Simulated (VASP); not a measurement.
Here is a VASP 6.6.1 calculation.

Contents of INCAR:

```
SYSTEM = WS2
PREC = Accurate
ENCUT = 520
EDIFF = 1E-6
ISMEAR = -1
SIGMA = 0.02
LREAL = .FALSE.
LASPH = .TRUE.
NELM = 100
ALGO = Normal
ISIF = 2
LWAVE = .FALSE.
LCHARG = .FALSE.
GGA = PE
NBANDS = 20
```

File KPOINTS:

```
regular mesh
0
G
  6 6 4
  0 0 0
```

The input POSCAR:

```
WS2
1.0
    3.2287644061      0.0000000000      0.0000000000
   -1.6143822031      2.7961919985      0.0000000000
    0.0000000000      0.0000000000      5.9936451124
W S
1 2
Direct
    0.0000000000      0.0000000000      0.0000000000
    0.3333333333      0.6666666667      0.2566832689
    0.6666666667      0.3333333333      0.7433167311
```

Potentials or basis: VASP PAW PBE potentials, release 64 (W_sv, S).

Command:

```bash
$ cat potpaw_PBE.64/W_sv/POTCAR potpaw_PBE.64/S/POTCAR > POTCAR
$ mpirun -np 1 vasp_std > vasp.out
```

Task: What does it give for the band gap on the k mesh?

Result: None (metal or under the smearing width).

Task: Estimate the largest force.

Result: 0.264 eV/Å.

Task: What does it give for the pressure?

Result: 3.0 GPa.

Stress tensor (GPa, compression positive):
```
1.97 0.00 0.00
0.00 1.97 0.00
0.00 0.00 5.19
```

Caveat: the k mesh is coarse (spacing up to 0.37 Å⁻¹), so the values aren't converged; this functional lacks dispersion, which binds the layers, so the pressure and a relaxed spacing across them are unreliable. The run has no spin-orbit coupling, so splittings on W are missing.
